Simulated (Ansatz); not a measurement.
## Mg, diamond: how the functional moves the structure

All rows: Ansatz, plane waves with scalar-relativistic PAW, 420 eV (500 eV for the SCAN forms), relaxed under each functional, no dispersion correction, no zero-point motion. B₀ comes from uniform scaling at fixed shape; a dash is a value not given.

| functional | V (Å³/atom) | cell | B₀ (GPa) | magnetic state | ΔE to hcp (meV/atom) |
| --- | --- | --- | --- | --- | --- |
| PBE | 40.42 | a = 6.864 Å | 11 | spin not included | 770 |
| r²SCAN | 40.41 | a = 6.863 Å | 12 | spin not included | 884 |
| PBEsol | 38.86 | a = 6.775 Å | 12 | spin not included | 826 |
| LDA | 37.48 | a = 6.693 Å | 13 | spin not included | 807 |
| revPBE | 41.91 | a = 6.947 Å | 10 | spin not included | 762 |
| RPBE | 42.33 | a = 6.970 Å | 10 | spin not included | 757 |
| BLYP | 45.41 | a = 7.135 Å | 7 | spin not included | 454 |

LDA gives the smallest volume and BLYP the largest.
